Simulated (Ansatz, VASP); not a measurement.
C in VASP and in Ansatz

Contents of INCAR:

```
ALGO = Normal
EDIFF = 1E-6
ENCUT = 520
ISIF = 2
ISMEAR = 0
LASPH = True
LCHARG = False
LREAL = False
LWAVE = False
NBANDS = 11
NELM = 80
PREC = Accurate
SIGMA = 0.05
```

The input KPOINTS:

```
k-points
0
Gamma
  12 12 12
```

Contents of POSCAR:

```
C
1.0
    1.1973256878      0.6912763082      3.3470108394
   -1.1973256878      0.6912763082      3.3470108394
    0.0000000000     -1.3825526163      3.3470108394
C
2
Direct
    0.1640000000      0.1640000000      0.1640000000
    0.8360000000      0.8360000000      0.8360000000
```

Input for Ansatz:

```yaml
crystal:
  lattice:
    - [1.1973256878, 0.6912763082, 3.3470108394]
    - [-1.1973256878, 0.6912763082, 3.3470108394]
    - [0.0, -1.3825526163, 3.3470108394]
  atoms:
    - { symbol: C, position: [0.164, 0.164, 0.164] }
    - { symbol: C, position: [0.836, 0.836, 0.836] }
basis:
  ecutwfc: 420
kpoints:
  mp_grid: { grid: [12, 12, 12] }
hamiltonian:
  xc: lda
scf:
  occupations: { method: gaussian, width: 0.05 }
output:
  forces: true
  stress: true
  eigenvalues: true
```

Change from the starting cell: strain -0.025 along x and y, +0.000 along z, atoms carried along.

Alike in both runs: task single point; functional LDA; k mesh 12 × 12 × 12; occupations gaussian, width 0.05 eV; no spin polarisation.

|  | VASP | Ansatz |
| --- | --- | --- |
| version | VASP 6.6.1 | Ansatz 0.2.0 |
| potentials or method | VASP PAW LDA potentials, release 64 (C) | scalar-relativistic, plane waves, PAW |
| plane-wave cutoff (eV) | 520 | 420 |
| valence electrons in the cell | 8 | 8 |

|  | VASP | Ansatz | Ansatz less VASP |
| --- | --- | --- | --- |
| gap on the k mesh at the Fermi level (eV) | 0.75 | 0.75 | -0.002 |
| least direct gap on the mesh (eV) | 0.75 | 0.75 | -0.002 |
| pressure (GPa) | 20.1 | 19.3 | -0.83 |
| largest component of the traceless stress (GPa) | 21.35 | 20.39 | -0.957 |
| rms of the force components (eV/Å) | 0.505 | 0.508 | +0.0032 |

Atom by atom the forces differ by 0.003 eV/Å (rms over components).

Caveats: so large a pressure means that the cell lies far from this level's equilibrium, or that cutoff or potentials fall short (VASP).
